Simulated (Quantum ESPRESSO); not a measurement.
CuO (Tenorite):

```
CELL_PARAMETERS angstrom
2.34465 -1.71340 0.00000
2.34465 1.71340 0.00000
-0.86055 0.00000 5.05944
ATOMIC_POSITIONS crystal
Cu 0.49680 0.00320 0.50000
Cu 0.00320 0.49680 0.00000
O 0.40560 0.57140 0.75370
O 0.57140 0.40560 0.25370
```

Base run:

```yaml
Program: Quantum ESPRESSO 7.5
Functional: PBEsol
Potentials_or_basis: GBRV 1.5 PBEsol
Cutoff: 762 eV
Density_cutoff: 6095 eV
k_mesh: 10 × 10 × 5
Occupations: fermi-dirac, width 0.05 eV
Spin: no spin polarisation
```

Its results: band gap on the k mesh none (metal or under the smearing width); pressure -2.2 GPa; largest force 0.763 eV/Å.

Task: The run is repeated on the same cell with these changes: functional from PBEsol to LDA; potentials or basis from GBRV 1.5 PBEsol to GBRV 1.5 LDA. What comes out?

Result: Band gap on the k mesh none (metal or under the smearing width); pressure -8.7 GPa; largest force 0.793 eV/Å.

Caveats: the run has no spin polarisation, though such a crystal can be magnetic; semilocal functionals often make such compounds metallic where correlation or magnetic order opens a gap, which also shifts bond lengths.

Not every run made on this cell is shown here.
